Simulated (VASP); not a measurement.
Runs of VASP 6.6.1 on ZnS. It takes space group P6_3mc (No. 186, hexagonal). The conventional cell has a = 3.786 Å, b = 3.786 Å, c = 6.212 Å, α = 90.00°, β = 90.00°, γ = 120.00°. Zn (site symmetry 3m) has 4 S at 2.32 Å as nearest neighbours. S (site symmetry 3m) is surrounded by 4 Zn at 2.32 Å. 

```csv
task,level,potentials or basis,cell,cutoff (eV),gap on the mesh (eV),pressure (GPa)
band structure,LDA,"VASP PAW LDA potentials, release 64 (Zn, S)","P6_3mc, 19.28 Å³/atom",520,2.06,-2.7
relaxation of cell and atoms,PBEsol,"VASP PAW PBE potentials, release 64 (Zn, S)",relaxed,600,2.15,-0.1
band structure,TB-mBJ,"VASP PAW PBE potentials, release 64 (Zn, S)","P6_3mc, 19.28 Å³/atom",520,3.86,-
band structure,PBEsol,"VASP PAW PBE potentials, release 64 (Zn, S)","P6_3mc, 19.28 Å³/atom",520,2.15,(b)
band structure,r2SCAN,"VASP PAW PBE potentials, release 64 (Zn, S)","P6_3mc, 19.28 Å³/atom",520,2.87,(a)
```

Alike in all rows: no spin polarisation; k mesh 9 × 9 × 5; smearing gaussian 0.03 eV.

Problem. Estimate the missing entries.

Solution. (a) 1.4; (b) 0.0.

Caveats: the PAW data sets were made with another functional, which shifts forces and pressure a little (some runs).

